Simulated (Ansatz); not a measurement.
Level of theory: DFT PBE, scalar-relativistic, plane waves, PAW in Ansatz. All cells share a 420 eV cutoff and Γ-centred k meshes spaced at most about 0.3 Å⁻¹ (2π included). No spin polarisation in the final relaxations.

Temperature and zero-point effects are left out.

Compare these two cells of NaH, each relaxed at this level.

1.

```
CELL_PARAMETERS angstrom
3.30831 0.00000 0.00000
-1.65416 2.86508 0.00000
0.00000 0.00000 3.02513
ATOMIC_POSITIONS crystal
Na 0.33333 0.66667 0.50000
H 0.66667 0.33333 0.00000
```

2.

```
CELL_PARAMETERS angstrom
3.37675 0.00000 0.00000
-1.68837 2.92435 0.00000
0.00000 0.00000 11.48954
ATOMIC_POSITIONS crystal
Na 0.66667 0.33333 0.87808
Na 0.33333 0.66667 0.12192
Na 0.33333 0.66667 0.37808
Na 0.66667 0.33333 0.62192
H 0.00000 0.00000 0.00000
H 0.00000 0.00000 0.50000
H 0.66667 0.33333 0.25000
H 0.33333 0.66667 0.75000
```

**Question.** Which would you expect to be lower, and how large is the difference?

**Answer.** Cell 2 is lower, by 60 meV/atom. Cell 1 has the tungsten carbide type, space group P-6m2 (No. 187), 14.3 Å³/atom and a gap of 2.31 eV on its mesh; cell 2 has space group P6_3/mmc (No. 194), 14.2 Å³/atom and a gap of 3.53 eV. In cell 1, Na has 6 H at 2.44 Å; H has 6 Na at 2.44 Å. In cell 2, Na has 6 H at 2.40–2.44 Å; H on a site of symmetry -3m is surrounded by 6 Na at 2.40 Å; H on a site of symmetry -6m2 has 6 Na at 2.44 Å. Both come from invented guesses. The part of the Crystallography Open Database at hand lists NaH in space group No. 225, which no cell shown has.

Kohn–Sham gaps at this level usually fall short of measured ones. With hydrogen, zero-point motion can shift such differences by 10 meV/atom or more. With atoms moved at random, P6_3/mmc came back. Other cells relaxed within their symmetry can be saddle points.
